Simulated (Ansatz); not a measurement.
Si under changes of volume

One of the cells (21.259 Å³/atom); the others are scaled copies at fixed shape and fractional positions:

```xyz
4
Lattice="-3.3254 3.3254 1.9224 3.3254 -3.3254 1.9224 3.3254 3.3254 -1.9224" Properties=species:S:1:pos:R:3 pbc="T T T"
Si   -2.1363    2.1363    1.9224
Si    2.1363   -2.1363    1.9224
Si    2.1363    2.1363    1.9224
Si    1.1892    1.1892    0.0000
```

This isn't the form of Si at room conditions, which is diamond.

| Property | Result |
| --- | --- |
| Program | Ansatz 0.2.0 |
| Functional | PBEsol |
| Potentials or basis | all-electron LAPW, scalar-relativistic |
| Cutoff | 199 eV (chosen from the basis error) |
| Basis error allowed | 0.002 eV/atom |
| k mesh | 8 × 8 × 8 |
| Occupations | fermi-dirac, width 0.05 eV |
| Spin | no spin polarisation |

```csv
volume (Å³/atom),energy over the lowest point (meV/atom),pressure (GPa),gap on the mesh (eV),largest force (eV/Å)
19.983,19.50,5.6,0.02,0.079
20.409,7.65,3.4,0.09,0.046
20.834,?,?,?,?
21.259,0.00,-0.4,0.16,0.014
21.684,3.18,-2.0,0.17,0.041
22.109,10.41,-3.4,0.17,0.067
22.534,21.28,-4.7,0.17,0.091
```

What does the run at 20.834 Å³/atom give?

Energy over the lowest point 1.33 meV/atom; pressure 1.4 GPa; gap on the mesh 0.16 eV; largest force 0.015 eV/Å.

Worked out: A Birch-Murnaghan fit of order 3 (a polynomial in V^(-2/3)) to the other rows has its minimum at 21.17 Å³/atom with B0 = V·E''(V) = 86 GPa and B' = 4.1 at fixed shape and positions, which overstates the stiffness. It gives 1.34 meV/atom at 20.834 Å³/atom, against the run's 1.33, and -dE/dV = 1.4 GPa, against 1.4.

Energies are extrapolated to zero smearing.

A mesh can miss the band edges.
